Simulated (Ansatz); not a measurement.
## Structure optimisation: beryllium, simple cubic

The calculation used Ansatz, DFT, PBE, plane waves (420 eV) with PAW, scalar-relativistic.

k-point mesh 15×15×15, Fermi-Dirac smearing 0.1 eV, no spin polarisation. Cell and atoms relax.

Starting structure:

```
Be
1.0
     2.06156    0.00000    0.00000
     0.00000    2.06156    0.00000
     0.00000    0.00000    2.06156
Be
1
Direct
  0.00000 0.00000 0.00000
```

The pressure at the start is 15.4 GPa. By how much does the volume change?

From 8.76 to 10.26 Å³ per atom, 17.1 %. The final cell has a = 2.173 Å.

How much energy does the relaxation gain?

64.1 meV per atom.

Path of the relaxation (the plane waves are chosen anew near the end, which can shift the energy a little):

```json
{"step": "0", "E − E(final) (meV/atom)": "64.06", "V (Å³/atom)": "8.762", "P (GPa)": "15.36", "max force (eV/Å)": "0.000"}
{"step": "1", "E − E(final) (meV/atom)": "16.31", "V (Å³/atom)": "9.465", "P (GPa)": "6.88", "max force (eV/Å)": "0.000"}
{"step": "2", "E − E(final) (meV/atom)": "0.87", "V (Å³/atom)": "10.124", "P (GPa)": "0.97", "max force (eV/Å)": "0.000"}
{"step": "3", "E − E(final) (meV/atom)": "0.51", "V (Å³/atom)": "10.241", "P (GPa)": "0.08", "max force (eV/Å)": "0.000"}
{"step": "4", "E − E(final) (meV/atom)": "0.51", "V (Å³/atom)": "10.251", "P (GPa)": "0.00", "max force (eV/Å)": "0.000"}
{"step": "5", "E − E(final) (meV/atom)": "0.00", "V (Å³/atom)": "10.251", "P (GPa)": "0.05", "max force (eV/Å)": "0.000"}
{"step": "6", "E − E(final) (meV/atom)": "0.00", "V (Å³/atom)": "10.259", "P (GPa)": "0.00", "max force (eV/Å)": "0.000"}
{"step": "7", "E − E(final) (meV/atom)": "0.00", "V (Å³/atom)": "10.259", "P (GPa)": "0.00", "max force (eV/Å)": "0.000"}
```
